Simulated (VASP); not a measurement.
# Al2O3 (Pbcn) in VASP: further runs

Aim: see how the results for Al2O3 move with the level of theory and the settings. Levels: PBEsol, PBE. Tasks: relaxation of cell and atoms.

All numbers are computed with VASP 6.6.1; they aren't measurements. Logs are shortened: lines on timing, memory, paths and dates and some standing lists are left out, and cuts for length are marked.

**1. Starting point**

It takes space group Pbcn (No. 60, orthorhombic). The conventional cell has a = 7.090 Å, b = 4.847 Å, c = 4.985 Å, α = 90.00°, β = 90.00°, γ = 90.00°. Al (site symmetry 1) has 6 O at 1.87 to 2.03 Å as nearest neighbours. O (site symmetry 1) has 4 Al at 1.89 to 2.03 Å as nearest neighbours. O (site symmetry 2) is surrounded by 4 Al at 1.87 to 1.97 Å.

Measurements of this composition are mostly on another form, of space group No. 167.

**2. Relaxation of cell and atoms, PBEsol**

The input, INCAR:

```
PREC = Accurate ; ENCUT = 600
EDIFF = 1E-6 ; ISMEAR = 0
SIGMA = 0.03 ; LREAL = False
LASPH = True ; NELM = 80
ALGO = Normal ; ISIF = 3
LWAVE = False ; LCHARG = False
GGA = PS ; IBRION = 2
NSW = 90 ; EDIFFG = -0.01
KPAR = 4
```

The input, KPOINTS:

```
regular mesh
0
Gamma
  4 6 6
```

The input, POSCAR:

```
Al2O3
1.0
    7.0899410000      0.0000000000      0.0000000000
    0.0000000000      4.8469330000      0.0000000000
    0.0000000000      0.0000000000      4.9854040000
Al O
8 12
Direct
    0.3903950000      0.2521520000      0.0305140000
    0.6096050000      0.2521520000      0.4694860000
    0.1096050000      0.2478480000      0.5305140000
    0.8903950000      0.2478480000      0.9694860000
    0.6096050000      0.7478480000      0.9694860000
    0.3903950000      0.7478480000      0.5305140000
    0.8903950000      0.7521520000      0.4694860000
    0.1096050000      0.7521520000      0.0305140000
    0.6540020000      0.1070210000      0.1019760000
    0.3459980000      0.1070210000      0.3980240000
    0.8459980000      0.3929790000      0.6019760000
    0.1540020000      0.3929790000      0.8980240000
    0.3459980000      0.8929790000      0.8980240000
    0.6540020000      0.8929790000      0.6019760000
    0.1540020000      0.6070210000      0.3980240000
    0.8459980000      0.6070210000      0.1019760000
    0.0000000000      0.0494040000      0.2500000000
    0.5000000000      0.4505960000      0.7500000000
    0.0000000000      0.9505960000      0.7500000000
    0.5000000000      0.5494040000      0.2500000000
```

Potentials or basis: VASP PAW PBE potentials, release 64 (Al, O).

The run is started by

```sh
cat potpaw_PBE.64/Al/POTCAR potpaw_PBE.64/O/POTCAR > POTCAR
mpirun -np 4 vasp_std > vasp.out
```

OUTCAR:

```text
PREC = Accurate
   ENCUT = 600
   EDIFF = 1E-6
   ISMEAR = 0
   LREAL = False
   LASPH = True
   NELM = 80
   ISIF = 3
   GGA = PS
   IBRION = 2
   NSW = 90
   EDIFFG = -0.01

 ion  position               nearest neighbor table
   1  0.390  0.252  0.031-  18 1.87  13 1.89  12 1.93  20 1.97  10 1.99   9 2.03   2 2.68   5 2.88
                             5 2.91   8 3.14   8 3.14   3 3.19   3 3.19   2 3.20
   2  0.610  0.252  0.469-  18 1.87  14 1.89  11 1.93  20 1.97   9 1.99  10 2.03   1 2.68   6 2.88
                             6 2.91   7 3.14   7 3.14   4 3.19   4 3.19   1 3.20
   3  0.110  0.248  0.531-  17 1.87  15 1.89  10 1.93  19 1.97  12 1.99  11 2.03   4 2.68   7 2.88
                             7 2.91   6 3.14   6 3.14   1 3.19   1 3.19   4 3.20
   4  0.890  0.248  0.969-  17 1.87  16 1.89   9 1.93  19 1.97  11 1.99  12 2.03   3 2.68   8 2.88
                             8 2.91   5 3.14   5 3.14   2 3.19   2 3.19   3 3.20
   5  0.610  0.748  0.969-  20 1.87   9 1.89  16 1.93  18 1.97  14 1.99  13 2.03   6 2.68   1 2.88
                             1 2.91   4 3.14   4 3.14   7 3.19   7 3.19   6 3.20
   6  0.390  0.748  0.531-  20 1.87  10 1.89  15 1.93  18 1.97  13 1.99  14 2.03   5 2.68   2 2.88
                             2 2.91   3 3.14   3 3.14   8 3.19   8 3.19   5 3.20
   7  0.890  0.752  0.469-  19 1.87  11 1.89  14 1.93  17 1.97  16 1.99  15 2.03   8 2.68   3 2.88
                             3 2.91   2 3.14   2 3.14   5 3.19   5 3.19   8 3.20
   8  0.110  0.752  0.031-  19 1.87  12 1.89  13 1.93  17 1.97  15 1.99  16 2.03   7 2.68   4 2.88
                             4 2.91   1 3.14   1 3.14   6 3.19   6 3.19   7 3.20
   9  0.654  0.107  0.102-   5 1.89   4 1.93   2 1.99   1 2.03
  10  0.346  0.107  0.398-   6 1.89   3 1.93   1 1.99   2 2.03
  11  0.846  0.393  0.602-   7 1.89   2 1.93   4 1.99   3 2.03
  12  0.154  0.393  0.898-   8 1.89   1 1.93   3 1.99   4 2.03
  13  0.346  0.893  0.898-   1 1.89   8 1.93   6 1.99   5 2.03
  14  0.654  0.893  0.602-   2 1.89   7 1.93   5 1.99   6 2.03
  15  0.154  0.607  0.398-   3 1.89   6 1.93   8 1.99   7 2.03
  16  0.846  0.607  0.102-   4 1.89   5 1.93   7 1.99   8 2.03
  17  0.000  0.049  0.250-   3 1.87   4 1.87   7 1.97   8 1.97
  18  0.500  0.451  0.750-   1 1.87   2 1.87   5 1.97   6 1.97
  19  0.000  0.951  0.750-   7 1.87   8 1.87   3 1.97   4 1.97
  20  0.500  0.549  0.250-   5 1.87   6 1.87   1 1.97   2 1.97

  LATTYP: Found a simple orthorhombic cell.
 ALAT       =     4.8469330000
 B/A-ratio  =     1.0285687877
 C/A-ratio  =     1.4627685177

  Lattice vectors:

 A1 = (   0.0000000000,   4.8469330000,   0.0000000000)
 A2 = (   0.0000000000,   0.0000000000,   4.9854040000)
 A3 = (   7.0899410000,   0.0000000000,   0.0000000000)

Analysis of symmetry for initial positions (statically):
=====================================================================
 Subroutine PRICEL returns:
 Original cell was already a primitive cell.

 Routine SETGRP: Setting up the symmetry group for a
 simple orthorhombic supercell.

 Subroutine GETGRP returns: Found  8 space group operations
 (whereof  2 operations were pure point group operations)
 out of a pool of  8 trial point group operations.

The static configuration has the point symmetry S_2 .
 The point group associated with its full space group is D_2h.

Analysis of symmetry for dynamics (positions and initial velocities):
=====================================================================
 Subroutine PRICEL returns:
 Original cell was already a primitive cell.

 Routine SETGRP: Setting up the symmetry group for a
 simple orthorhombic supercell.

 Subroutine GETGRP returns: Found  8 space group operations
 (whereof  2 operations were pure point group operations)
 out of a pool of  8 trial point group operations.

The dynamic configuration has the point symmetry S_2 .
 The point group associated with its full space group is D_2h.

 Subroutine INISYM returns: Found  8 space group operations
 (whereof  2 operations are pure point group operations),
 and found     1 'primitive' translations

----------------------------------------------------------------------------------------

                                     Primitive cell

  volume of cell :     171.3208

  direct lattice vectors                    reciprocal lattice vectors
     7.089941000  0.000000000  0.000000000     0.141044897  0.000000000  0.000000000
     0.000000000  4.846933000  0.000000000     0.000000000  0.206316035  0.000000000
     0.000000000  0.000000000  4.985404000     0.000000000  0.000000000  0.200585549

  length of vectors
     7.089941000  4.846933000  4.985404000     0.141044897  0.206316035  0.200585549

  position of ions in fractional coordinates (direct lattice)
[... 55 lines left out ...]
     0.035261224  0.000000000  0.000000000     0.250000000  0.000000000  0.000000000
     0.000000000  0.034386006  0.000000000     0.000000000  0.166666667  0.000000000
     0.000000000  0.000000000  0.033430925     0.000000000  0.000000000  0.166666667

  Length of vectors
     0.035261224  0.034386006  0.033430925

  Shift w.r.t. Gamma in fractional coordinates (k-lattice)
     0.000000000  0.000000000  0.000000000

 Subroutine IBZKPT returns following result:
 ===========================================

 Found     48 irreducible k-points:

 Following reciprocal coordinates:
            Coordinates               Weight
  0.000000  0.000000  0.000000      1.000000
  0.250000  0.000000  0.000000      2.000000
  0.500000  0.000000  0.000000      1.000000
  0.000000  0.166667  0.000000      2.000000
  0.250000  0.166667  0.000000      4.000000
  0.500000  0.166667  0.000000      2.000000
[... 16 lines left out ...]
  0.250000  0.500000  0.166667      4.000000
  0.500000  0.500000  0.166667      2.000000
 [... further k-points ...]
   k-points           NKPTS =     48   k-points in BZ     NKDIM =     48   number of bands    NBANDS=     59
   number of dos      NEDOS =    301   number of ions     NIONS =     20
   total plane-waves  NPLWV =  96000
   dimension x,y,z NGX =    60 NGY =   40 NGZ =   40
   dimension x,y,z NGXF=   120 NGYF=   80 NGZF=   80
   ions per type =               8  12
   NGX,Y,Z   is equivalent  to a cutoff of  14.07, 13.72, 13.34 a.u.
   NGXF,Y,Z  is equivalent  to a cutoff of  28.14, 27.44, 26.68 a.u.
 SYSTEM =  unknown system
   PREC   = accura    normal or accurate (medium, high low for compatibility)
   ISTART =      0    job   : 0-new  1-cont  2-samecut
   ICHARG =      2    charge: 1-file 2-atom 10-const
   ISPIN  =      1    spin polarized calculation?
   LNONCOLLINEAR =      F non collinear calculations
   LSORBIT =      F    spin-orbit coupling
   LASPH  =      T    aspherical Exc in radial PAW
   ENCUT  =  600.0 eV  44.10 Ry    6.64 a.u.  14.16  9.68  9.96*2*pi/ulx,y,z
   NELM   =     80;   NELMIN=  2; NELMDL= -5     # of ELM steps
   EDIFF  = 0.1E-05   stopping-criterion for ELM
   LREAL  =      F    real-space projection
   EDIFFG = -.1E-01   stopping-criterion for IOM
   NSW    =     90    number of steps for IOM
   IBRION =      2    ionic relax: 0-MD 1-quasi-New 2-CG
   NFREE  =      1    steps in history (QN), initial steepest desc. (CG)
   ISIF   =      3    stress and relaxation
   ISYM   =      2    0-nonsym 1-usesym 2-fastsym
   POTIM  = 0.5000    time-step for ionic-motion
   TEBEG  =    0.0;   TEEND  =   0.0 temperature during run
   PSTRESS=    0.0 pullay stress
   NELECT =      96.0000    total number of electrons
   NUPDOWN=      -1.0000    fix difference up-down
   EMIN   =  10.00;   EMAX   =-10.00  energy-range for DOS
   EFERMI =   0.00;   METHOD = LEGACY
   ISMEAR =     0;   SIGMA  =   0.03  broadening in eV -4-tet -1-fermi 0-gaus
   EFERMI_NEDOS =   21; number of points for ismear=-14 and -15
   IALGO  =     38    algorithm
   IMIX   =      4    mixing-type and parameters
     AMIX     =   0.40;   BMIX     =  1.00
     AMIX_MAG =   1.60;   BMIX_MAG =  1.00
  volume/ion in A,a.u.               =       8.57        57.81
  Fermi-wavevector in a.u.,A,eV,Ry     =   1.349673  2.550512 24.784609  1.821617
  Thomas-Fermi vector in A             =   2.477241
   LORBIT       =      0    0 simple, 1 ext, 2 COOP (PROOUT), +10 PAW based schemes
   GGA     = PS    functional components
   LHFCALC =     F    Hartree Fock is set to
   AEXX    =    0.0000 exact exchange contribution
   IVDW    =     0    specifies the selected vdW correction
   LEPSILON=     F    determine dielectric tensor
   LRPA    =     F    only Hartree local field effects (RPA)
 conjugate gradient relaxation of ions
 non-spin polarized calculation
 Gauss-broadening in eV      SIGMA  =   0.03
  energy-cutoff  :      600.00
  volume of cell :      171.32
 maximum number of plane-waves:      5744
 NGX is ok and might be reduce to    60
   NGX = 29   NGY = 19   NGZ = 19

--------------------------------------- Ionic step        1  -------------------------------------------

 number of electron      95.9999989 magnetization

 Free energy of the ion-electron system (eV)
  ---------------------------------------------------
  ext. energy  EPLUGINS =         0.00000000
  ---------------------------------------------------
  free energy    TOTEN  =      -155.58059475 eV

  energy without entropy =     -155.58059475  energy(sigma->0) =     -155.58059475

------------------------ aborting loop because EDIFF is reached ----------------------------------------

  FORCE on cell =-STRESS in cart. coord.  units (eV):
  Direction    XX          YY          ZZ          XY          YZ          ZX
  --------------------------------------------------------------------------------------
  -------------------------------------------------------------------------------------
  Total       -6.1232453     -5.9940152     -5.9351892      0.0000000     -0.0000000      0.0000000
  in kB      -57.2640740    -56.0555253    -55.5053894      0.0000000     -0.0000000      0.0000000
  external PRESSURE =     -56.2749963 kB  Pullay stress =       0.0000000 kB
[... 311 lines left out ...]
--------------------------------------- Ionic step        7  -------------------------------------------

 number of electron      95.9999982 magnetization

 Free energy of the ion-electron system (eV)
  ---------------------------------------------------
  ext. energy  EPLUGINS =         0.00000000
  ---------------------------------------------------
  free energy    TOTEN  =      -155.65463404 eV

  energy without entropy =     -155.65463404  energy(sigma->0) =     -155.65463404

 E-fermi :   6.6676     XC(G=0): -12.0911

 val. band max:        6.4922476064   @ k =   0.0000   0.0000   0.0000
 cond. band min:      12.0056037643   @ k =   0.0000   0.0000   0.0000
 fundamental gap:      5.5133561580
 Fermi energy:         6.6675926956

 k-point     1 :       0.0000    0.0000    0.0000
  band No.  band energies     occupation
      1     -12.8557      2.00000
      2     -11.6844      2.00000
      3     -10.9361      2.00000
      4     -10.6587      2.00000
      5     -10.5884      2.00000
      6     -10.3838      2.00000
[... 1477 lines left out ...]
     58      16.6518      0.00000
     59      17.0246      0.00000

 [... further k-points ...]
[... 5 lines left out ...]
  --------------------------------------------------------------------------------------
  -------------------------------------------------------------------------------------
  Total       -0.0452653     -0.1616592     -0.0784804      0.0000000      0.0000000      0.0000000
  in kB       -0.4335286     -1.5482915     -0.7516460      0.0000000      0.0000000      0.0000000
  external PRESSURE =      -0.9111554 kB  Pullay stress =       0.0000000 kB
[... 35 lines left out ...]
  FREE ENERGIE OF THE ION-ELECTRON SYSTEM (eV)
  ---------------------------------------------------
  free  energy   TOTEN  =      -155.6546340359 eV

  energy  without entropy=     -155.6546340359  energy(sigma->0) =     -155.65463404

 reached required accuracy - stopping structural energy minimisation
```

Wall time 13 min (4 MPI ranks of Intel Xeon Platinum 8375C at 2.90GHz (Ice Lake), shared host); peak memory 0.57 GiB.

Results:

- Free energy: -155.6546 eV
- Relaxed volume: 8.36 Å³/atom
- Relaxed cell: a = 7.026 Å, b = 4.812 Å, c = 4.947 Å, α = 90.00°, β = 90.00°, γ = 90.00°
- Space group after relaxing (to 0.05 Å): Pbcn (No. 60)
- Energy gained by relaxing: 3.7 meV/atom
- Ionic steps: 7
- Pressure after relaxing: -0.1 GPa
- Largest force after relaxing: 0.006 eV/Å
- Band gap on the k mesh: 5.51 eV, direct

Forces in eV/Å, atoms in the order of the input:
```
Al  -0.001  0.001  0.001
Al   0.001  0.001 -0.001
Al   0.001 -0.001  0.001
Al  -0.001 -0.001 -0.001
Al   0.001 -0.001 -0.001
Al  -0.001 -0.001  0.001
Al  -0.001  0.001 -0.001
Al   0.001  0.001  0.001
O    0.000  0.000  0.001
O    0.000  0.000 -0.001
O    0.000  0.000  0.001
O    0.000  0.000 -0.001
O    0.000  0.000 -0.001
O    0.000  0.000  0.001
O    0.000  0.000 -0.001
O    0.000  0.000  0.001
O    0.000  0.006  0.000
O    0.000 -0.006  0.000
O    0.000 -0.006  0.000
O    0.000  0.006  0.000
```

Step by step:
```tsv
step	energy change (eV)	largest force (eV/Å)	pressure (GPa)	volume (Å³)
1	0.0000	0.0444	-5.63	171.32
2	-0.0194	0.1092	5.20	163.97
3	-0.0726	0.0604	0.00	167.30
4	-0.0726	0.0615	0.10	167.22
5	-0.0739	0.0246	0.11	167.16
6	-0.0739	0.0263	0.11	167.16
7	-0.0740	0.0060	-0.09	167.29
```

Final structure:
```yaml
crystal:
  lattice:
    - [7.02600, 0.00000, 0.00000]
    - [0.00000, 4.81243, 0.00000]
    - [0.00000, 0.00000, 4.94750]
  atoms:
    - { symbol: Al, position: [0.39021, 0.25222, 0.03122] }
    - { symbol: Al, position: [0.60979, 0.25222, 0.46878] }
    - { symbol: Al, position: [0.10979, 0.24778, 0.53122] }
    - { symbol: Al, position: [0.89021, 0.24778, 0.96878] }
    - { symbol: Al, position: [0.60979, 0.74778, 0.96878] }
    - { symbol: Al, position: [0.39021, 0.74778, 0.53122] }
    - { symbol: Al, position: [0.89021, 0.75222, 0.46878] }
    - { symbol: Al, position: [0.10979, 0.75222, 0.03122] }
    - { symbol: O, position: [0.65385, 0.10735, 0.10228] }
    - { symbol: O, position: [0.34615, 0.10735, 0.39772] }
    - { symbol: O, position: [0.84615, 0.39265, 0.60228] }
    - { symbol: O, position: [0.15385, 0.39265, 0.89772] }
    - { symbol: O, position: [0.34615, 0.89265, 0.89772] }
    - { symbol: O, position: [0.65385, 0.89265, 0.60228] }
    - { symbol: O, position: [0.15385, 0.60735, 0.39772] }
    - { symbol: O, position: [0.84615, 0.60735, 0.10228] }
    - { symbol: O, position: [0.00000, 0.04950, 0.25000] }
    - { symbol: O, position: [0.50000, 0.45050, 0.75000] }
    - { symbol: O, position: [0.00000, 0.95050, 0.75000] }
    - { symbol: O, position: [0.50000, 0.54950, 0.25000] }
```

Levels at points of the mesh, in eV from the valence-band top:
| k point | band 44 | band 45 | band 46 | band 47 | band 48 | band 49 | band 50 | band 51 | band 52 | band 53 |
| --- | --- | --- | --- | --- | --- | --- | --- | --- | --- | --- |
| (0.00, 0.00, 0.00) | -0.55 | -0.54 | -0.18 | -0.15 | 0.00 | 5.51 | 8.25 | 8.69 | 8.92 | 9.68 |
| (0.50, 0.00, 0.00) | -0.60 | -0.31 | -0.31 | -0.13 | -0.13 | 7.02 | 7.02 | 9.41 | 9.41 | 9.81 |
| (0.00, 0.50, 0.00) | -0.61 | -0.50 | -0.50 | -0.15 | -0.15 | 7.99 | 7.99 | 8.58 | 8.58 | 8.70 |
| (0.50, 0.50, 0.00) | -0.63 | -0.29 | -0.29 | -0.24 | -0.24 | 8.46 | 8.46 | 8.57 | 8.57 | 9.17 |
| (0.00, 0.00, 0.50) | -0.62 | -0.30 | -0.30 | -0.12 | -0.12 | 8.06 | 8.06 | 8.54 | 8.54 | 9.19 |
| (0.50, 0.00, 0.50) | -0.84 | -0.34 | -0.34 | -0.34 | -0.34 | 8.47 | 8.47 | 8.47 | 8.47 | 9.59 |
| (0.00, 0.50, 0.50) | -1.04 | -0.28 | -0.28 | -0.28 | -0.28 | 9.01 | 9.01 | 9.01 | 9.01 | 9.17 |
| (0.50, 0.50, 0.50) | -0.86 | -0.53 | -0.53 | -0.53 | -0.53 | 8.76 | 8.76 | 8.76 | 8.76 | 9.31 |

Caveat: the PAW data sets were made with another functional, which shifts forces and pressure a little. A k mesh can miss the band edges.

(Continued in part 2 of 2.)
